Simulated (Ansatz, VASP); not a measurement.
Given: the input of a run of VASP 6.6.1 on Be.

File INCAR:

```
PREC     = Accurate       # precision mode
ENCUT    = 520            # plane-wave cutoff, eV
EDIFF    = 1E-7           # SCF threshold, eV
ISMEAR   = -1             # smearing method
SIGMA    = 0.05           # smearing width, eV
LREAL    = False          # projectors in reciprocal space
LASPH    = True           # aspherical terms in the spheres
NELM     = 60             # most SCF steps
ALGO     = Normal         # electronic algorithm
ISIF     = 2              # what is computed and relaxed
LWAVE    = False          # write WAVECAR
LCHARG   = False          # write CHGCAR
GGA      = PE             # functional
NBANDS   = 9              # bands
```

The input KPOINTS:

```
Automatic mesh
0
Gamma
  13 13 8
```

File POSCAR:

```
Be
1.0
    2.3301211831      0.0000000000      0.0000000000
   -1.1650605915      2.0179441385      0.0000000000
    0.0000000000      0.0000000000      3.6544962781
Be
2
Direct
    0.6666666667      0.3333333333      0.7500000000
    0.3333333333      0.6666666667      0.2500000000
```

Potentials or basis: VASP PAW PBE potentials, release 64 (Be).

The run is started by

```bash
$ cat potpaw_PBE.64/Be/POTCAR > POTCAR
$ mpirun -np 1 vasp_std > vasp.out
```

**Question.** Translate it to Ansatz 0.2.0. Potentials there: Ansatz PAW.

**Answer.** As run (the cutoff follows the program's own potentials):

The input input.yaml:

```yaml
crystal:
  lattice:
    - [2.3301211831, 0.0, 0.0]
    - [-1.1650605915, 2.0179441385, 0.0]
    - [0.0, 0.0, 3.6544962781]
  atoms:
    - { symbol: Be, position: [0.6666666667, 0.3333333333, 0.75] }
    - { symbol: Be, position: [0.3333333333, 0.6666666667, 0.25] }
hamiltonian:
  xc: pbe
  pseudopotentials: { kind: paw }
kpoints:
  mp_grid: { grid: [13, 13, 8] }
scf:
  occupations: { method: fermi_dirac, width: 0.05 }
output:
  forces: true
  stress: true
  eigenvalues: true
```

Potentials or basis: Ansatz PAW.

Launch:

```sh
$ ansatz run input.yaml --threads 1 --pin off --max-ram 3584MiB --backend cpu --events-out ev --progress --plain --runs-dir out
```

Both were run:

|  | VASP | Ansatz | Ansatz less VASP |
| --- | --- | --- | --- |
| gap on the k mesh at the Fermi level (eV) | none | none | - |
| pressure (GPa) | -8.7 | -8.8 | -0.11 |
| largest component of the traceless stress (GPa) | 1.29 | 1.31 | +0.021 |

A gap of «none» marks a metal or a gap that the smearing closes.
